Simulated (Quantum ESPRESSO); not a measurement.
Set up this calculation in Quantum ESPRESSO 7.5, as the native input.

| Quantity | Value |
| --- | --- |
| Task | single point |
| Functional | PBE |
| Potentials or basis | SSSP 1.3 efficiency PBE |
| Cutoff | 816 eV |
| Density cutoff | 5987 eV |
| k mesh | 6 × 6 × 8 |
| Occupations | fermi-dirac, width 0.05 eV |
| Spin | no spin polarisation |
| Mixing beta | 0.5 |
| Most SCF iterations | 120 |
| SCF threshold | 1.2e-09 Ry |

The system is HfO2.

```
Hf O
1.0
     4.81353    0.00000    0.00000
     0.00000    4.81353    0.00000
     0.00000    0.00000    3.20542
Hf O
2 4
Direct
  0.50000 0.50000 0.50000
  0.00000 0.00000 0.00000
  0.80504 0.19496 0.50000
  0.69496 0.69496 0.00000
  0.30504 0.30504 0.00000
  0.19496 0.80504 0.50000
```

Measurements of this composition are mostly on another form, of space group No. 14.

One way to write it, as run:

pw.in

```
&CONTROL
  calculation = 'scf'
  prefix = 'pwscf'
  outdir = './tmp'
  pseudo_dir = './pseudo'
  tprnfor = .true.
  tstress = .true.
  disk_io = 'nowf'
/
&SYSTEM
  ibrav = 0
  nat = 6
  ntyp = 2
  ecutwfc = 60
  ecutrho = 440
  nbnd = 33
  occupations = 'smearing'
  smearing = 'fd'
  degauss = 0.00367493
/
&ELECTRONS
  conv_thr = 1.2d-09
  electron_maxstep = 120
  mixing_beta = 0.5
/
ATOMIC_SPECIES
Hf   178.4900 Hf-sp.oncvpsp.upf
O     15.9990 O.pbe-n-kjpaw_psl.0.1.UPF
CELL_PARAMETERS angstrom
   4.8135329900    0.0000000000    0.0000000000
   0.0000000000    4.8135329900    0.0000000000
   0.0000000000    0.0000000000    3.2054154100
ATOMIC_POSITIONS crystal
Hf     0.5000000000    0.5000000000    0.5000000000
Hf     0.0000000000    0.0000000000    0.0000000000
O      0.8050448800    0.1949551200    0.5000000000
O      0.6949551200    0.6949551200    0.0000000000
O      0.3050448800    0.3050448800    0.0000000000
O      0.1949551200    0.8050448800    0.5000000000
K_POINTS automatic
6 6 8 0 0 0
```

Potentials or basis: SSSP 1.3 efficiency PBE.

Launch:

```sh
$ OMP_NUM_THREADS=1 pw.x -in pw.in > pw.out
```

It gave:

```
Pressure               : 6.6 GPa
Largest force          : 0.049 eV/Å
Band gap on the k mesh : 4.03 eV, direct
```

Caveat: spin-orbit coupling is left out, which moves the levels of the heavy elements.

It took 110 s on 1 thread of Arm Neoverse V2 (shared host), peak memory 0.29 GiB.
